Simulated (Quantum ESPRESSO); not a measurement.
Ca under changes of volume

One of the cells (44.721 Å³/atom); the others are scaled copies at fixed shape and fractional positions:

```
CELL_PARAMETERS angstrom
3.98000 0.00000 0.00000
-1.99000 3.44678 0.00000
0.00000 0.00000 6.52000
ATOMIC_POSITIONS crystal
Ca 0.66667 0.33333 0.75000
Ca 0.33333 0.66667 0.25000
```

This isn't the form of Ca at room conditions, which is fcc.

| Property | Result |
| --- | --- |
| Program | Quantum ESPRESSO 7.5 |
| Functional | PBE |
| Potentials or basis | SSSP 1.3 efficiency PBE |
| Cutoff | 748 eV |
| Density cutoff | 5987 eV |
| k mesh | 8 × 8 × 4 |
| Occupations | fermi-dirac, width 0.05 eV |
| Spin | no spin polarisation |

| volume (Å³/atom) | energy over the lowest point (meV/atom) | pressure (GPa) |
| --- | --- | --- |
| 42.038 | 0.00 | 0.2 |
| 42.932 | 0.21 | -0.2 |
| 43.827 | 2.38 | -0.5 |
| 44.721 | 6.34 | -0.8 |
| 45.616 | 11.92 | -1.1 |
| 46.510 | 18.98 | -1.4 |
| 47.405 | ? | ? |

**Question.** What does the run at 47.405 Å³/atom give?

**Answer.** Energy over the lowest point 27.38 meV/atom; pressure -1.6 GPa.

Worked out: A Birch-Murnaghan fit of order 3 (a polynomial in V^(-2/3)) to the other rows has its minimum at 42.39 Å³/atom with B0 = V·E''(V) = 17.6 GPa and B' = 3.5 at fixed shape and positions, which overstates the stiffness. It gives 27.39 meV/atom at 47.405 Å³/atom, against the run's 27.38, and -dE/dV = -1.6 GPa, against -1.6.

Energies are extrapolated to zero smearing.

Caveats: the cell was measured hot, at 723 K.
